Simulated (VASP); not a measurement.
# Settings for ZnAu: self-consistent run

ZnAu, Pm-3m (no. 221), 2 atoms in the cell. LDA; PAW potentials Au, Zn (LDA set). VASP 6.6.1.

Wanted: energy within 0.2 meV/atom; Fermi level within 0.005 eV.

What the run is for: comparing ways to start; Accuracy asked: tight.

POSCAR:
```
ZnAu
1.0
    3.1470000000      0.0000000000      0.0000000000
    0.0000000000      3.1470000000      0.0000000000
    0.0000000000      0.0000000000      3.1470000000
Au Zn
1 1
Direct
    0.0000000000      0.0000000000      0.0000000000
    0.5000000000      0.5000000000      0.5000000000
```

## How the run starts (with a second run first, the time holds both)

| How the run starts (with a second run first, the time holds both) | Energy less reference (meV/atom) | Fermi level (eV) | Time (s) |
|---|---|---|---|
| from scratch: 12 SCF iterations | 0.00 | 6.9021 | 14 |
| density of a coarse mesh (ICHARG 1): 11 + 9 SCF iterations | 0.00 | 6.9020 | 14 |
| orbitals of a lower cutoff (ISTART 1): 12 + 5 SCF iterations | 0.00 | 6.9020 | 16 |
| orbitals of a loose run: 9 + 2 SCF iterations | 0.00 | 6.9020 | 7.9 |

Chosen: orbitals of a loose run: 9 + 2 SCF iterations, the fastest of those that stay within half of the tolerance.

## All choices together

| Input | Energy less reference (meV/atom) | Fermi level (eV) | Time (s) |
|---|---|---|---|
| chosen settings | 0.00 | 6.9020 | 7.9 |
| reference settings throughout | 0.00 | 6.9021 | 14 |

The tolerance is met.

## The input

INCAR.step1:
```
SYSTEM = ZnAu
  GGA = CA
  ISMEAR = 1
  SIGMA = 0.1
  LWAVE = .True.
  LCHARG = .True.
  ISIF = 2
  PREC = Normal
  LASPH = .True.
  LREAL = .False.
  ALGO = Normal
  EDIFF = 0.001
  NELM = 120
  GGA_COMPAT = .False.
  ENCUT = 400
```

INCAR.step2:
```
SYSTEM = ZnAu
  GGA = CA
  ISMEAR = 1
  SIGMA = 0.1
  LWAVE = .False.
  LCHARG = .False.
  ISIF = 2
  PREC = Accurate
  LASPH = .True.
  LREAL = .False.
  ALGO = Normal
  EDIFF = 1E-6
  NELM = 120
  GGA_COMPAT = .False.
  ENCUT = 400
  ISTART = 1
```

KPOINTS:
```
k-points
0
Gamma
  10 10 10
```

Commands (each step's output is kept before the next begins):
```
cat potpaw_LDA.64/Au/POTCAR potpaw_LDA.64/Zn/POTCAR > POTCAR
cp INCAR.step1 INCAR
mpirun -np 1 vasp_std > vasp.out
cp INCAR.step2 INCAR
mpirun -np 1 vasp_std > vasp.out
```

The chosen input took VASP 6.6.1 7.9 s on 1 core (Intel Xeon Platinum 8175M @ 2.50GHz (Skylake/Cascade Lake)), a shared host.

## An input that fails: restart asked without its files

VASP's message: ERROR: charge density could not be read from file CHGCAR for ICHARG>10.

Changes against the starting input:
```
- NELM = 120
+ NELM = 60
+ ICHARG = 11
```
